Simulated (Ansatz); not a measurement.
This LaB structure is the end of a relaxation. The cell was found from a structure generator's guess, not taken from experiment.

Computed with Ansatz, DFT PBE, scalar-relativistic, plane waves, PAW. Cutoff 420 eV, Γ-centred mesh, Gaussian smearing, no spin polarisation.

```
La B
1.0
     3.41250    0.00000    0.00000
     0.00000    3.41250    0.00000
     0.00000    0.00000    3.41250
La B
1 1
Direct
  0.50000 0.50000 0.50000
  0.00000 0.00000 0.00000
```

Formation energies are uncorrected and refer to the elements' standard structures at the same level.

Question: Find its symmetry and describe it.

Answer: Pm-3m (No. 221), the caesium chloride type. Conventional cell: a = 3.413 Å. Around La lie 8 B at 2.96 Å and 6 La at 3.41 Å; B has 8 La at 2.96 Å and 6 B at 3.41 Å.

Question: How far does it lie from the elements in energy?

Answer: +0.44 eV/atom. The separate elements lie lower, so it is unstable against them.

Question: Is it a metal?

Answer: Yes, bands cross the Fermi level on the 16×16×16 mesh.

The last run used a 16×16×16 mesh for its 2-atom cell and Gaussian smearing of 0.10 eV. Symmetry constrained the relaxation, so the result can be a saddle point.
